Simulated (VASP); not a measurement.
# CdF₂: G0W0 on PBE, by tags set and frequency points

CdF₂, Fm-3m (no. 225), 3 atoms in the cell. PBE, GW; PAW potentials Cd_GW, F_GW (PBE set).

| Tags set | Frequency points | Quasiparticle gap on the mesh (eV) | Gap of the starting point on the mesh (eV) | Quasiparticle gap at the zone centre (eV) | Starting gap at the zone centre (eV) | Correction of the gap between the band edges on the mesh (eV) | Time (s) |
|---|---|---|---|---|---|---|---|
| NOMEGA = 48, OMEGAMAX left out | 48 | 5.65 | 3.28 | 6.26 | 3.57 | 2.37 | 25 |
| NOMEGA = 48, OMEGAMAX = 30 | 48 | 5.67 | 3.28 | 6.28 | 3.57 | 2.39 | 26 |
| NOMEGA = 96, OMEGAMAX left out | 96 | 5.62 | 3.28 | 6.24 | 3.57 | 2.34 | 26 |
| NOMEGA = 96, OMEGAMAX = 30 | 96 | 5.63 | 3.28 | 6.24 | 3.57 | 2.35 | 26 |
| NOMEGA = 96, OMEGAMAX = 20 | 96 | 5.61 | 3.28 | 6.22 | 3.57 | 2.33 | 26 |
| NOMEGA = 96, OMEGAMAX = 60 | 96 | 5.67 | 3.28 | 6.28 | 3.57 | 2.39 | 26 |
| NOMEGA = 200, OMEGAMAX left out | 200 | 5.62 | 3.28 | 6.22 | 3.57 | 2.34 | 28 |
| NOMEGA = 200, OMEGAMAX = 30 | 200 | 5.62 | 3.28 | 6.21 | 3.57 | 2.34 | 28 |

Limits: the mesh is coarse: neither the gap nor the screening is converged.

## Input of the first row

INCAR.step1:
```
ALGO = Normal
EDIFF = 1E-8
ENCUT = 600
GGA = PE
ISMEAR = 0
KPAR = 4
LASPH = T
LCHARG = F
LREAL = F
LWAVE = T
NELM = 150
PREC = Accurate
SIGMA = 0.05
```

INCAR.step2, as INCAR.step1 but for:
```
- ALGO = Normal
- NELM = 150
+ ALGO = Exact
+ ISTART = 1
+ LOPTICS = T
+ NBANDS = 192
+ NELM = 1
```

INCAR.step3:
```
ALGO = EVGW0
ENCUT = 600
ENCUTGW = 160
GGA = PE
ISMEAR = 0
ISTART = 1
KPAR = 4
LASPH = T
LCHARG = F
LREAL = F
LWAVE = F
NBANDS = 192
NBANDSGW = 17
NELMGW = 1
NOMEGA = 48
PREC = Accurate
PRECFOCK = Fast
SIGMA = 0.05
```

KPOINTS:
```
k-points
0
Gamma
  3 3 3
```

POSCAR:
```
CdF2
1.0
    0.0000000000      2.6940000000      2.6940000000
    2.6940000000      0.0000000000      2.6940000000
    2.6940000000      2.6940000000      0.0000000000
Cd F
1 2
Direct
    0.0000000000      0.0000000000      0.0000000000
    0.7500000000      0.7500000000      0.7500000000
    0.2500000000      0.2500000000      0.2500000000
```

Commands (each step's output is kept before the next begins):
```
cat potpaw_PBE.64/Cd_GW/POTCAR potpaw_PBE.64/F_GW/POTCAR > POTCAR
cp INCAR.step1 INCAR
mpirun -np 4 vasp_std > vasp.out
cp INCAR.step2 INCAR
mpirun -np 4 vasp_std > vasp.out
cp INCAR.step3 INCAR
mpirun -np 4 vasp_std > vasp.out
```

Changes of the last row against the first:
```
(step 3)
- NOMEGA = 48
+ NOMEGA = 200
+ OMEGAMAX = 30
```

VASP 6.6.1 took 25 s on 4 cores (Intel Xeon Platinum 8559C (Emerald Rapids)), a shared host.
